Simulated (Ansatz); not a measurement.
## Optical response of NaH

What colour and refractive index does NaH have at this level of theory?

Program: Ansatz 0.2.0. Level of theory: DFT, PBE, plane-wave PAW, default files, scalar-relativistic, independent-particle optical response without local fields. Values are calculated unless marked as measured.

Report form: inputs, costs, results and the conclusion, without the logs.

### 1. The system as given

The structure is cubic, space group Fm-3m (No. 225). Conventional cell: a = 4.880 Å, b = 4.880 Å, c = 4.880 Å, α = 90.00°, β = 90.00°, γ = 90.00°. Na has 6 H at 2.44 Å nearest. H has 6 Na at 2.44 Å nearest. Farther neighbours, and contacts between anions beyond the nearest, are not listed.

### 2. Ground state and bands

First the ground state: is it a metal or has it a gap?

This step: DFT, PBE, plane-wave PAW, default files, scalar-relativistic, ground state (Ansatz 0.2.0).

Input file input.yaml:

```yaml
crystal:
  lattice:
    - [0.0, 2.44, 2.44]
    - [2.44, 0.0, 2.44]
    - [2.44, 2.44, 0.0]
  atoms:
    - { symbol: Na, position: [0.0, 0.0, 0.0] }
    - { symbol: H, position: [0.5, 0.5, 0.5] }
kpoints:
  mp_grid: { grid: [8, 8, 8] }
  band_path:
    path:
      - [[0.0, 0.0, 0.0], [0.5, 0.0, 0.5], [0.5, 0.25, 0.75], [0.375, 0.375, 0.75], [0.0, 0.0, 0.0], [0.5, 0.5, 0.5], [0.625, 0.25, 0.625], [0.5, 0.25, 0.75], [0.5, 0.5, 0.5], [0.375, 0.375, 0.75]]
      - [[0.625, 0.25, 0.625], [0.5, 0.0, 0.5]]
    npoints: 6
scf:
  occupations: { method: fermi_dirac, width: 0.05 }
  n_extra_bands: 6
hamiltonian:
  xc: pbe
  pseudopotentials: { kind: paw }
output:
  forces: true
  stress: true
  populations: true
  write_bands: true
  write_density: true
  write_potential: true
  elf: true
  volumetric_format: npy
```

Launch:

```console
$ ansatz run input.yaml --threads 4 --pin off --max-ram 8192MiB --backend cpu --events-out ev --progress --plain --runs-dir out
```

The job ended after 0.21 s (4 threads of AMD EPYC 9R45, shared host; peak memory 0.32 GiB).

Read from the output:

```
free energy                  : -1502.6788 eV
Fermi energy                 : 2.560 eV
gap by band count            : 3.714 eV
electrons                    : 10
symmetry operations          : 48
pressure                     : -0.6531 GPa
gap on the k-mesh            : 3.714 eV
volume                       : 29.05 Å³
gap on the path              : 3.714 eV
least direct gap on the path : 4.557 eV
```

There is a gap, 3.71 eV on the path, so no carriers' term is needed. The cell is left with a pressure of -0.7 GPa, as it stands unrelaxed at this level.

Electronic bands along the path, in eV, zero at the Fermi level; v1 is the highest filled band, c1 the lowest empty one:

| point | v1 | c1 | c2 | c3 | c4 |
| --- | --- | --- | --- | --- | --- |
| Γ | -5.41 | 8.29 | 13.50 | 13.50 | 13.50 |
| halfway | -4.10 | 5.46 | 9.60 | 9.88 | 9.88 |
| X | -2.05 | 2.69 | 8.04 | 8.61 | 8.61 |
| halfway | -1.97 | 3.04 | 5.82 | 7.06 | 11.60 |
| W | -1.88 | 4.07 | 4.07 | 6.32 | 14.14 |
| halfway | -1.95 | 3.55 | 4.41 | 7.22 | 12.21 |
| K | -1.99 | 3.38 | 4.38 | 9.20 | 9.69 |
| halfway | -3.95 | 4.96 | 7.05 | 11.87 | 12.21 |
| Γ | -5.41 | 8.29 | 13.50 | 13.50 | 13.50 |
| halfway | -4.41 | 5.21 | 9.44 | 11.91 | 11.91 |
| L | -2.73 | 1.83 | 8.70 | 11.32 | 11.32 |
| halfway | -2.44 | 2.41 | 6.18 | 10.20 | 11.08 |
| U | -1.99 | 3.38 | 4.38 | 9.20 | 9.69 |
| halfway | -1.95 | 3.55 | 4.41 | 7.22 | 12.21 |
| W | -1.88 | 4.07 | 4.07 | 6.32 | 14.14 |
| halfway | -2.36 | 2.60 | 5.82 | 8.94 | 12.75 |
| L | -2.73 | 1.83 | 8.70 | 11.32 | 11.32 |
| halfway | -2.44 | 2.41 | 6.18 | 10.20 | 11.08 |
| K | -1.99 | 3.38 | 4.38 | 9.20 | 9.69 |
| jump to U | -1.99 | 3.38 | 4.38 | 9.20 | 9.69 |
| halfway | -2.01 | 2.87 | 6.12 | 8.75 | 9.11 |
| X | -2.05 | 2.69 | 8.04 | 8.61 | 8.61 |

Valence density in the ac plane of the conventional cell at fractional y = 0.000, with atoms of Na and H within 0.2 Å of it. It is the smooth field of the valence electrons, not physical close to the nuclei.

Ten steps, logarithmic in the rise over the least value, from '0' (0 e/Å³) to '9' (17 e/Å³), each cell a mean:
```
97200133210058
53000111100014
00000000000000
00000000000000
11000145300011
32100489620013
42101599720023
22100377510012
10000022100001
00000000000000
21000011000001
75100122100036
97200234210159
```

ELF in the ac plane of the conventional cell at fractional y = 0.000, with atoms of Na and H within 0.2 Å of it. It is the smooth field of the valence electrons, not physical close to the nuclei.

Values in units of 1e-1, 13 rows by 14 columns, each cell a mean:
```
 4.5  5.7  2.7  0.9  6.9  9.9 10.0 10.0 10.0  9.1  3.0  1.0  4.8  5.0
 4.8  3.5  0.8  0.8  5.9  9.4  9.8  9.9  9.8  8.2  2.5  0.4  2.3  4.5
 0.9  0.5  0.3  0.6  2.6  4.9  5.5  5.6  5.2  3.7  1.2  0.4  0.4  0.7
 5.0  4.7  3.5  1.2  0.4  0.4  0.6  0.8  0.6  0.4  0.6  2.1  4.3  5.0
 9.9  9.7  8.1  2.6  0.3  1.9  4.3  4.6  3.2  0.9  0.8  5.7  9.4  9.8
10.0 10.0  9.1  3.0  0.9  4.8  5.3  4.6  5.5  2.6  0.9  6.8  9.9 10.0
10.0 10.0  9.2  3.1  1.3  5.2  4.3  3.2  5.5  3.2  1.0  7.0  9.9 10.0
10.0 10.0  8.9  2.8  0.7  3.8  5.5  5.5  5.1  1.7  0.9  6.5  9.8 10.0
 8.9  8.5  6.5  1.9  0.3  0.9  2.3  2.6  1.5  0.3  0.8  4.5  7.9  8.8
 1.9  1.8  1.3  0.7  0.8  1.3  1.4  1.5  1.4  1.2  0.7  1.1  1.7  1.9
 2.3  1.4  0.4  0.7  4.1  7.7  8.6  8.7  8.3  6.3  1.9  0.3  0.7  1.9
 5.5  4.9  1.7  0.9  6.5  9.8 10.0 10.0  9.9  8.8  2.9  0.6  3.6  5.6
 3.2  5.5  3.1  1.0  7.0  9.9 10.0 10.0 10.0  9.2  3.1  1.2  5.2  4.5
```

### 3. Spectrum

The spectrum is a sum over vertical transitions between filled and empty bands at the fixed density, so many empty bands are needed.

This step: DFT, PBE, plane-wave PAW, default files, scalar-relativistic, independent-particle optical response without local fields (Ansatz 0.2.0).

input.yaml, the sections that differ from step 2:

```yaml
kpoints:
  mp_grid: { grid: [8, 8, 8] }
scf:
  occupations: { method: fixed }
output:
  optics:
    e_range: [0, 22]
    de: 0.05
    sigma: 0.2
    nscf_kmesh: { grid: [12, 12, 12] }
    bands: { spectra_wanted_up_to: 22 }
# crystal, hamiltonian: as in step 2
```

Wall time 1.2 s (4 threads); peak memory 0.53 GiB; 4.2 s of CPU time.

Read from the output:

| Property | Result |
| --- | --- |
| electronic dielectric constant ε∞, mean of the axes | 3.170 |
| absorption onset, first axis (α over 10⁴ cm⁻¹, or the direct gap if that lies higher) | 4.557 eV |
| main peak of Im epsilon, first axis | 5.337 eV |
| centre of weight of the strongest loss peak in the window | 10.63 eV |
| least direct gap on the mesh | 4.557 eV |
| bands summed | 21 |
| spectra valid up to | 31.90 eV |
| program's estimate of the k-sum error in Im epsilon | 0.1 % |
| electrons in the f-sum | 4.055 |

The Im ε, any direction has structure finer than the step of the table below, so its rows give means over 1 eV. Peaks (eV: height): 5.3: 12.0.

The Im ε, any direction by photon energy; means over each step:

| photon energy (eV) | Im ε, any direction |
| --- | --- |
| 3 | 0 |
| 4 | 0.0957 |
| 5 | 8.11 |
| 6 | 5.39 |
| 7 | 2.17 |
| 8 | 1.12 |
| 9 | 0.795 |
| 10 | 0.583 |
| 11 | 0.463 |
| 12 | 0.326 |
| 13 | 0.252 |
| 14 | 0.214 |
| 15 | 0.157 |
| 16 | 0.0847 |
| 17 | 0.0951 |
| 18 | 0.0537 |
| 19 | 0.0527 |
| 20 | 0.0680 |
| 21 | 0.108 |

The Re ε, any direction by photon energy:

| photon energy (eV) | Re ε, any direction |
| --- | --- |
| 0.0 | 3.17 |
| 0.5 | 3.19 |
| 1.0 | 3.24 |
| 1.5 | 3.33 |
| 2.0 | 3.47 |
| 2.5 | 3.68 |
| 3.0 | 4.01 |
| 3.5 | 4.56 |
| 4.0 | 5.63 |
| 4.5 | 9.17 |
| 5.0 | 8.26 |
| 5.5 | -0.907 |
| 6.0 | -2.68 |
| 6.5 | -1.57 |
| 7.0 | -1.28 |
| 7.5 | -0.954 |
| 8.0 | -0.592 |
| 8.5 | -0.279 |
| 9.0 | -0.140 |
| 9.5 | -0.0147 |
| 10.0 | 0.100 |
| 10.5 | 0.200 |
| 11.0 | 0.227 |
| 11.5 | 0.291 |
| 12.0 | 0.361 |
| 12.5 | 0.423 |
| 13.0 | 0.476 |
| 13.5 | 0.522 |
| 14.0 | 0.561 |
| 14.5 | 0.573 |
| 15.0 | 0.586 |
| 15.5 | 0.622 |
| 16.0 | 0.677 |
| 16.5 | 0.740 |
| 17.0 | 0.736 |
| 17.5 | 0.748 |
| 18.0 | 0.786 |
| 18.5 | 0.821 |
| 19.0 | 0.853 |
| 19.5 | 0.871 |
| 20.0 | 0.895 |
| 20.5 | 0.918 |
| 21.0 | 0.887 |
| 21.5 | 0.858 |
| 22.0 | 0.896 |

Reflectivity at normal incidence, any direction against photon energy; read off at these points:

| photon energy (eV) | reflectivity at normal incidence, any direction (%) |
| --- | --- |
| 0.00 | 7.88 |
| 0.50 | 7.95 |
| 1.00 | 8.15 |
| 1.50 | 8.51 |
| 2.00 | 9.07 |
| 2.50 | 9.91 |
| 3.00 | 11.2 |
| 3.50 | 13.1 |
| 4.00 | 16.6 |
| 4.50 | 25.6 |
| 5.00 | 34.9 |
| 5.50 | 45.3 |
| 5.85 | 49.2 |
| 6.00 | 47.0 |
| 6.50 | 39.5 |
| 7.00 | 38.3 |
| 7.50 | 36.8 |
| 8.00 | 33.0 |
| 8.50 | 25.3 |
| 9.00 | 22.0 |
| 9.50 | 18.6 |
| 10.00 | 15.0 |
| 10.50 | 11.7 |
| 11.00 | 10.9 |
| 11.50 | 8.76 |
| 12.00 | 6.61 |
| 12.50 | 4.99 |
| 13.00 | 3.84 |
| 13.50 | 3.01 |
| 14.00 | 2.44 |
| 14.50 | 2.26 |
| 15.00 | 1.97 |
| 15.50 | 1.50 |
| 16.00 | 0.992 |
| 16.50 | 0.629 |
| 17.00 | 0.670 |
| 17.50 | 0.565 |
| 18.00 | 0.380 |
| 18.50 | 0.259 |
| 19.00 | 0.176 |
| 19.50 | 0.145 |
| 20.00 | 0.104 |
| 20.50 | 0.104 |
| 21.00 | 0.189 |
| 21.50 | 0.190 |
| 22.00 | 0.0994 |

Table of loss function −Im 1/ε at q → 0, any direction by energy loss; read off at these points:

| energy loss (eV) | loss function −Im 1/ε at q → 0, any direction |
| --- | --- |
| 4.00 | 2.3e-6 |
| 4.50 | 0.0131 |
| 5.00 | 0.0602 |
| 5.50 | 0.0918 |
| 6.00 | 0.168 |
| 6.50 | 0.262 |
| 7.00 | 0.346 |
| 7.50 | 0.475 |
| 8.00 | 0.719 |
| 8.50 | 0.992 |
| 9.00 | 1.22 |
| 9.50 | 1.49 |
| 10.00 | 1.68 |
| 10.50 | 1.66 |
| 11.00 | 1.74 |
| 11.15 | 1.75 |
| 11.50 | 1.66 |
| 12.00 | 1.38 |
| 12.50 | 1.09 |
| 13.00 | 0.866 |
| 13.50 | 0.700 |
| 14.00 | 0.589 |
| 14.50 | 0.549 |
| 15.00 | 0.426 |
| 15.50 | 0.279 |
| 16.00 | 0.163 |
| 16.50 | 0.164 |
| 17.00 | 0.186 |
| 17.50 | 0.126 |
| 18.00 | 0.0824 |
| 18.50 | 0.0695 |
| 19.00 | 0.0700 |
| 19.50 | 0.0808 |
| 20.00 | 0.0780 |
| 20.50 | 0.110 |
| 21.00 | 0.148 |
| 21.50 | 0.106 |
| 22.00 | 0.0727 |

Values under 1 per cm are given as 1. Table of absorption coefficient, any direction by photon energy:

| photon energy (eV) | absorption coefficient, any direction (1/cm) |
| --- | --- |
| 0 | 1 |
| 1 | 1 |
| 2 | 1 |
| 3 | 1 |
| 4 | 6.30 |
| 5 | 7.2e5 |
| 6 | 1.2e6 |
| 7 | 9.7e5 |
| 8 | 7.7e5 |
| 9 | 6.3e5 |
| 10 | 5.0e5 |
| 11 | 4.3e5 |
| 12 | 3.0e5 |
| 13 | 2.3e5 |
| 14 | 2.0e5 |
| 15 | 1.5e5 |
| 16 | 74429 |
| 17 | 1.0e5 |
| 18 | 52634 |
| 19 | 53304 |
| 20 | 67233 |
| 21 | 1.3e5 |
| 22 | 68943 |

At chosen wavelengths:

| wavelength (nm) | n | k | R (%) | 1/α |
| --- | --- | --- | --- | --- |
| 1064 | 1.81 | 0.000 | 8.3 | over 1 mm |
| 633 | 1.86 | 0.000 | 9.0 | over 1 mm |
| 450 | 1.96 | 0.000 | 10.5 | over 1 mm |
| 405 | 2.02 | 0.000 | 11.4 | over 1 mm |
| 308 | 2.39 | 0.000 | 16.8 | 596 µm |
| 248 | 3.21 | 1.417 | 34.9 | 14 nm |
| 193 | 0.98 | 1.606 | 39.8 | 9.6 nm |

Rows near the edge hang on the gap, which this functional as a rule makes too small, and phonon-assisted absorption over an indirect gap is left out.

Through 1 µm of it, D65 light comes out colourless (x = 0.315, y = 0.331; 83 % transmitted).

The first strong peak, at 5.34 eV, fits the highest filled and the lowest empty band, which run nearly parallel at that distance over 43 % of W–K; the match rests on energies alone.

The f-sum over the summed bands holds 4.1 of the cell's 10 electrons outside the frozen cores, 8 of which lie in bands more than 12 eV below the Fermi level, whose transitions come at higher energies. Up to 22 eV the strength has a mean oscillator energy of 6.5 eV, close to the main peak.

### 4. Static response with local fields

A static field by perturbation theory: the induced potential is included, and the Born charges come with it.

This step: DFT, PBE, plane-wave PAW, default files, scalar-relativistic, static field response by perturbation theory with local fields (Ansatz 0.2.0).

input.yaml, the sections that differ from step 3:

```yaml
dielectric: {}
# crystal, kpoints, scf, hamiltonian: as in step 3
# output: removed
```

It took 0.5 s on 4 threads; peak memory 0.35 GiB; 1.6 s of CPU time.

This step gave:

- electronic dielectric constant ε∞, mean of the axes: 3.115

ε∞ with local fields:

```
3.12 0.00 0.00
0.00 3.12 0.00
0.00 0.00 3.12
```

Diagonal elements. Born, by row:

| atom | Z*xx (e) | Z*yy (e) | Z*zz (e) |
| --- | --- | --- | --- |
| Na1 | 0.981 | 0.981 | 0.981 |
| H2 | -0.981 | -0.981 | -0.981 |

Mean Born charges are Na +0.98 and H -0.98, against formal valences of +1 and -1. They lie near the ionic values.

### 5. Outcome

```yaml
gap_on_the_path: 3.71 eV
least_direct_gap_on_the_path: 4.56 eV
electronic_dielectric_constant_eps_infinity_mean_of_the_axes_independent_particles: 3.17
absorption_onset_first_axis_alpha_over_1e4_cm_minus1_or_the_direct_gap_if_that_lies_higher: 4.56 eV
main_peak_of_im_epsilon_first_axis: 5.34 eV
centre_of_weight_of_the_strongest_loss_peak_in_the_window_first_axis: 10.6 eV
electronic_dielectric_constant_eps_infinity_mean_of_the_axes_static_response_with_local_fields: 3.12
```

**Reading.** At this level (PBE, independent particles) NaH has ε∞ = 3.17 (3.12 with local fields) and n = 1.79 at 1550 nm; absorption sets in near 4.6 eV, and Im ε peaks at 5.3 eV. The gap is indirect (3.71 eV), so absorption without phonons can begin only at the direct gap of 4.56 eV. Lines 0.2 eV wide carry a tail of absorption under the direct gap, past the threshold already at 4.32 eV. Absorption is strong from the direct gap on, 4.56 eV, in the ultraviolet, so the visible is passed. The strongest loss structure up to 22 eV has its centre of weight at 10.6 eV; a free-electron gas of the 4.1 electrons in the f-sum would put its plasmon at 13.9 eV. The first strong peak, at 5.34 eV, fits the highest filled and the lowest empty band, which run nearly parallel at that distance over 43 % of W–K; the match rests on energies alone. Through 1 µm of it, D65 light comes out colourless (x = 0.315, y = 0.331; 83 % transmitted). With local fields and the functional's kernel the static response is 3.12 against 3.17 for independent particles (-2 %). In the base spectrum excitons and phonon-assisted transitions are missing, and so are local fields; PBE gaps are as a rule too small, which pulls the onset down and ε∞ up. In the base run ε includes the program's bounded estimate of what the bands above those summed add.

[Long decimals in the printed logs are rounded to 6 places.]

[Logs are printed without paths, hosts, clocks, repeated set-up lines and the standing remarks that a program may print on its own settings, such as how far it seeks lower states.]

[Hosts, paths, dates, database ids (printed as entryN), source tags and the programs' standing remarks are cut or masked in the printed files.]

[Where the starting crystal was built by hand or by swapping elements, it need not be the compound's stable phase.]

[The count of steps not shown may lack steps that the program refused or didn't finish.]
